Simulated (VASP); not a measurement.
# GeH4 in VASP: settings compared

Aim: see how the results for GeH4 move with the level of theory and the settings. Levels: PBE+D4, PBE+D3(BJ). Tasks: single point.

Everything below comes from runs of VASP 6.6.1. Logs are shortened: lines on timing, memory, paths and dates and some standing lists are left out, and cuts for length are marked.

## (1) The molecule as given

The cell holds a molecule in a box, 5 atoms: a = 12.801 Å, b = 13.301 Å, c = 13.801 Å, α = 90.00°, β = 90.00°, γ = 90.00°.

## (2) Single point, PBE+D4

File INCAR:

```
SYSTEM = GeH4
PREC = Accurate
ENCUT = 400
EDIFF = 1E-6
ISMEAR = 0
SIGMA = 0.01
LREAL = .FALSE.
LASPH = .TRUE.
NELM = 100
ALGO = Normal
ISIF = 2
LWAVE = .FALSE.
LCHARG = .FALSE.
GGA = PE
IVDW = 13
ISYM = 0
```

File KPOINTS:

```
Automatic mesh
0
G
  1 1 1
  0 0 0
```

File POSCAR:

```
GeH4                                    
1.0
   12.8008860920      0.0000000000      0.0000000000
    0.0000000000     13.3008860920      0.0000000000
    0.0000000000      0.0000000000     13.8008860920
  Ge              H             
     1     4
Selective dynamics
Direct
     0.4999998767999969    0.5037592014000012    0.4999998775999970   F   F   F
     0.4008613225107127    0.4665038006668069    0.4490196781054359   T   T   T
     0.4770747596644963    0.5202247082167010    0.6078869314809274   T   T   T
     0.5867890547983864    0.4251503065069521    0.4888724658132680   T   T   T
     0.5352745043855119    0.6031604252847809    0.4542203304839784   T   T   T
```

Potentials or basis: VASP PAW PBE potentials, release 64 (Ge_d, H).

Launch:

```
$ cat potpaw_PBE.64/Ge_d/POTCAR potpaw_PBE.64/H/POTCAR > POTCAR
$ mpirun -np 4 vasp_gam > vasp.out
```

OUTCAR:

```text
SYSTEM = GeH4
   PREC = Accurate
   ENCUT = 400
   EDIFF = 1E-6
   ISMEAR = 0
   LREAL = .FALSE.
   LASPH = .TRUE.
   NELM = 100
   ISIF = 2
   GGA = PE
   IVDW = 13
   ISYM = 0

 ion  position               nearest neighbor table
   1  0.500  0.504  0.500-   3 1.53   4 1.53   5 1.53   2 1.53
   2  0.401  0.467  0.449-   1 1.53
   3  0.477  0.520  0.608-   1 1.53
   4  0.587  0.425  0.489-   1 1.53
   5  0.535  0.603  0.454-   1 1.53

IMPORTANT INFORMATION: All symmetrisations will be switched off!
NOSYMM: (Re-)initialisation of all symmetry stuff for point group C_1.

----------------------------------------------------------------------------------------

                                     Primitive cell

  volume of cell :    2349.7820

  direct lattice vectors                    reciprocal lattice vectors
    12.800886092  0.000000000  0.000000000     0.078119592  0.000000000  0.000000000
     0.000000000 13.300886092  0.000000000     0.000000000  0.075182961  0.000000000
     0.000000000  0.000000000 13.800886092     0.000000000  0.000000000  0.072459116

  length of vectors
    12.800886092 13.300886092 13.800886092     0.078119592  0.075182961  0.072459116

  position of ions in fractional coordinates (direct lattice)
     0.499999877  0.503759201  0.499999878
     0.400861323  0.466503801  0.449019678
     0.477074760  0.520224708  0.607886931
     0.586789055  0.425150307  0.488872466
     0.535274504  0.603160425  0.454220330

  ion indices of the primitive-cell ions
   primitive index   ion index
                 1           1
                 2           2
                 3           3
                 4           4
                 5           5

----------------------------------------------------------------------------------------

 KPOINTS: Automatic mesh

Automatic generation of k-mesh.
 Grid dimensions read from file:
 generate k-points for:    1    1    1

 Generating k-lattice:

  Cartesian coordinates                     Fractional coordinates (reciprocal lattice)
     0.078119592  0.000000000  0.000000000     1.000000000  0.000000000  0.000000000
     0.000000000  0.075182961  0.000000000     0.000000000  1.000000000  0.000000000
     0.000000000  0.000000000  0.072459116     0.000000000  0.000000000  1.000000000

  Length of vectors
     0.078119592  0.075182961  0.072459116

  Shift w.r.t. Gamma in fractional coordinates (k-lattice)
     0.000000000  0.000000000  0.000000000

 Subroutine IBZKPT returns following result:
 ===========================================

 Found      1 irreducible k-points:

 Following reciprocal coordinates:
            Coordinates               Weight
  0.000000  0.000000  0.000000      1.000000
   k-points           NKPTS =      1   k-points in BZ     NKDIM =      1   number of bands    NBANDS=     16
   number of dos      NEDOS =    301   number of ions     NIONS =      5
   total plane-waves  NPLWV = 680400
   dimension x,y,z NGX =    84 NGY =   90 NGZ =   90
   dimension x,y,z NGXF=   168 NGYF=  180 NGZF=  180
   ions per type =               1   4
   NGX,Y,Z   is equivalent  to a cutoff of  10.91, 11.25, 10.84 a.u.
   NGXF,Y,Z  is equivalent  to a cutoff of  21.82, 22.50, 21.68 a.u.
 SYSTEM =  GeH4
   PREC   = accura    normal or accurate (medium, high low for compatibility)
   ISTART =      0    job   : 0-new  1-cont  2-samecut
   ICHARG =      2    charge: 1-file 2-atom 10-const
   ISPIN  =      1    spin polarized calculation?
   LNONCOLLINEAR =      F non collinear calculations
   LSORBIT =      F    spin-orbit coupling
   LASPH  =      T    aspherical Exc in radial PAW
   ENCUT  =  400.0 eV  29.40 Ry    5.42 a.u.  20.88 21.69 22.51*2*pi/ulx,y,z
   NELM   =    100;   NELMIN=  2; NELMDL= -5     # of ELM steps
   EDIFF  = 0.1E-05   stopping-criterion for ELM
   LREAL  =      F    real-space projection
   EDIFFG = 0.1E-04   stopping-criterion for IOM
   NSW    =      0    number of steps for IOM
   IBRION =     -1    ionic relax: 0-MD 1-quasi-New 2-CG
   NFREE  =      0    steps in history (QN), initial steepest desc. (CG)
   ISIF   =      2    stress and relaxation
   ISYM   =      0    0-nonsym 1-usesym 2-fastsym
   POTIM  = 0.5000    time-step for ionic-motion
   TEBEG  =    0.0;   TEEND  =   0.0 temperature during run
   PSTRESS=    0.0 pullay stress
   NELECT =      18.0000    total number of electrons
   NUPDOWN=      -1.0000    fix difference up-down
   EMIN   =  10.00;   EMAX   =-10.00  energy-range for DOS
   EFERMI =   0.00;   METHOD = LEGACY
   ISMEAR =     0;   SIGMA  =   0.01  broadening in eV -4-tet -1-fermi 0-gaus
   EFERMI_NEDOS =   21; number of points for ismear=-14 and -15
   IALGO  =     38    algorithm
   IMIX   =      4    mixing-type and parameters
     AMIX     =   0.40;   BMIX     =  1.00
     AMIX_MAG =   1.60;   BMIX_MAG =  1.00
  volume/ion in A,a.u.               =     469.96      3171.42
  Fermi-wavevector in a.u.,A,eV,Ry     =   0.322718  0.609849  1.417004  0.104147
  Thomas-Fermi vector in A             =   1.211338
   LORBIT       =      0    0 simple, 1 ext, 2 COOP (PROOUT), +10 PAW based schemes
   GGA     = PE    functional components
   LHFCALC =     F    Hartree Fock is set to
   AEXX    =    0.0000 exact exchange contribution
   IVDW    =    13    specifies the selected vdW correction
   LEPSILON=     F    determine dielectric tensor
   LRPA    =     F    only Hartree local field effects (RPA)
 non-spin polarized calculation
 Gauss-broadening in eV      SIGMA  =   0.01
  energy-cutoff  :      400.00
  volume of cell :     2349.78
 maximum number of plane-waves:     21330
 NGX is ok and might be reduce to    84
   NGX = 41   NGY = 43   NGZ = 45

 number of electron      18.0000000 magnetization

 Free energy of the ion-electron system (eV)
  ---------------------------------------------------
  ext. energy  EPLUGINS =         0.00000000
  ---------------------------------------------------
  free energy    TOTEN  =       -17.51291571 eV

  energy without entropy =      -17.51291571  energy(sigma->0) =      -17.51291571

 E-fermi :  -8.1374     XC(G=0):  -0.4631

 val. band max:       -8.2156585221   @ k =   0.0000   0.0000   0.0000
 cond. band min:      -0.7235138930   @ k =   0.0000   0.0000   0.0000
 fundamental gap:      7.4921446290
 Fermi energy:        -8.1373587873

 k-point     1 :       0.0000    0.0000    0.0000
  band No.  band energies     occupation
      1     -28.4925      2.00000
      2     -28.4925      2.00000
      3     -28.4925      2.00000
      4     -28.4155      2.00000
      5     -28.4155      2.00000
      6     -14.0537      2.00000
[... 8 lines left out ...]
     15       0.5807      0.00000
     16       0.6314      0.00000

------------------------ aborting loop because EDIFF is reached ----------------------------------------

  DFT-D4 for vdW energy calculation

  Edisp (eV):   -0.04319

  FORCE on cell =-STRESS in cart. coord.  units (eV):
  Direction    XX          YY          ZZ          XY          YZ          ZX
  --------------------------------------------------------------------------------------
  -------------------------------------------------------------------------------------
  Total      -0.26774    -0.26495    -0.26459    -0.00001     0.00005    -0.00018
  in kB      -0.18256    -0.18066    -0.18041    -0.00001     0.00004    -0.00012
  external pressure =       -0.18 kB  Pullay stress =        0.00 kB

 VOLUME and BASIS-vectors are now :
 -----------------------------------------------------------------------------
  energy-cutoff  :      400.00
  volume of cell :     2349.78
      direct lattice vectors                 reciprocal lattice vectors
    12.800886092  0.000000000  0.000000000     0.078119592  0.000000000  0.000000000
     0.000000000 13.300886092  0.000000000     0.000000000  0.075182961  0.000000000
     0.000000000  0.000000000 13.800886092     0.000000000  0.000000000  0.072459116

 POSITION                                       TOTAL-FORCE (eV/Angst)
 -----------------------------------------------------------------------------------
      6.40044      6.70044      6.90044         0.000037     -0.000627     -0.000067
      5.13138      6.20491      6.19687        -0.000245     -0.000031     -0.000269
      6.10698      6.91945      8.38938        -0.000022      0.000162      0.000835
      7.51142      5.65488      6.74687         0.000232     -0.000097     -0.000115
      6.85199      8.02257      6.26864        -0.000001      0.000593     -0.000384
 -----------------------------------------------------------------------------------
    total drift:                                0.000168     -0.000702      0.000214

  FREE ENERGIE OF THE ION-ELECTRON SYSTEM (eV)
  ---------------------------------------------------
  free  energy   TOTEN  =       -17.5561096505 eV

  energy  without entropy=      -17.5561096505  energy(sigma->0) =      -17.55610965
```

Run time: 37 s. Hardware: 4 MPI ranks of Intel Xeon Platinum 8488C (Sapphire Rapids), shared host; peak memory 0.42 GiB.

What came out:

* Free energy: -17.5561 eV
* Gap between the frontier levels: 7.49 eV
* Dispersion energy per atom: -0.009 eV

Levels at points of the mesh, in eV from the valence-band top:
```
           k point  band 7  band 8  band 9  band 10  band 11  band 12
(0.00, 0.00, 0.00)    0.00    0.00    0.00     7.49     8.44     8.46
```

## (3) Single point, PBE+D3(BJ)

Edit INCAR of step 2 so:

```diff
@@ -2,3 +2,3 @@
 PREC = Accurate
-ENCUT = 400
+ENCUT = 520
 EDIFF = 1E-6
@@ -14,3 +14,3 @@
 GGA = PE
-IVDW = 13
+IVDW = 12
 ISYM = 0
```

KPOINTS is that of step 2.

POSCAR is that of step 2.

Potentials or basis: VASP PAW PBE potentials, release 64 (Ge_d, H).

Launch:

```
$ cat potpaw_PBE.64/Ge_d/POTCAR potpaw_PBE.64/H/POTCAR > POTCAR
$ mpirun -np 4 vasp_gam > vasp.out
```

Run time: 55 s. Hardware: 4 MPI ranks of Intel Xeon Platinum 8488C (Sapphire Rapids), shared host; peak memory 0.6 GiB.

Results (log left out):

* Free energy: -17.5737 eV
* Largest force: 0.008 eV/Å
* Gap between the frontier levels: 7.50 eV
* Dispersion energy per atom: -0.010 eV

Forces on the atoms (eV/Å):
```
Ge   0.000 -0.001 -0.001
H    0.007  0.003  0.004
H    0.001 -0.001 -0.007
H   -0.006  0.006  0.001
H   -0.002 -0.007  0.003
```

Levels at points of the mesh, in eV from the valence-band top:
```tsv
k point	band 6	band 7	band 8	band 9	band 10	band 11	band 12	band 13
(0.00, 0.00, 0.00)	-5.84	0.00	0.00	0.00	7.50	8.44	8.46	8.49
```

## (4) Single point, PBE+D3(BJ)

Edit INCAR of step 3 so:

```diff
@@ -2,3 +2,3 @@
 PREC = Accurate
-ENCUT = 520
+ENCUT = 250
 EDIFF = 1E-6
```

KPOINTS is that of step 3.

POSCAR is that of step 3.

Launch:

```
$ cat potpaw_PBE.64/Ge_d/POTCAR potpaw_PBE.64/H/POTCAR > POTCAR
$ mpirun -np 4 vasp_gam > vasp.out
```

It took 18 s on 4 MPI ranks of Intel Xeon Platinum 8488C (Sapphire Rapids), shared host; peak memory 0.29 GiB.

The run converged, but a check on its numbers failed (symmetry, net force, bounds or a known fault of this set-up), so they aren't taken as properties of the molecule.

Caveat: the cutoff lies under the usual one of these potentials, so the numbers hold a large basis-set error.
